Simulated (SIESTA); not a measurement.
**TePb: equation of state with PBE**

The system is TePb.

```
Pb Te
1.0
     4.00229    0.00000    0.00000
     0.00000    4.00229    0.00000
     0.00000    0.00000    4.00229
Pb Te
1 1
Direct
  0.00000 0.00000 0.00000
  0.50000 0.50000 0.50000
```

Measurements of this composition are mostly on another form, of space group No. 225.

- Program: SIESTA 5.4.2
- Task: equation of state
- Functional: PBE
- Potentials or basis: PseudoDojo 0.4 standard (PBE files)
- Basis: DZ (energy shift 0.002 Ry)
- Grid cutoff: 500 Ry
- Energy shift: 0.002 Ry
- k mesh: 7 × 7 × 7
- Occupations: fermi-dirac, width 0.05 eV
- Spin: no spin polarisation

```json
{"Equilibrium volume": "33.08 Å³/atom", "Bulk modulus": "42 GPa", "Pressure derivative of the bulk modulus": "5.4 (rough: it moves with the points fitted)"}
```

Energy against volume, from the lowest point:
```tsv
volume (Å³/atom)	energy (meV/atom)
30.132	41.63
30.773	24.29
31.414	12.02
32.055	3.86
32.696	0.40
33.337	0.00
33.978	2.71
```

All runs of the series together: 92 s on 1 thread of Arm Neoverse V2, on a shared host.

Caveat: the basis has no polarisation orbitals; semicore shells carry a single zeta, which can move pressures by several GPa and volumes by a few percent; the basis of atomic orbitals isn't converged, which shifts pressures, moduli and gaps. The run has no spin-orbit coupling, so splittings on Pb, Te are missing.
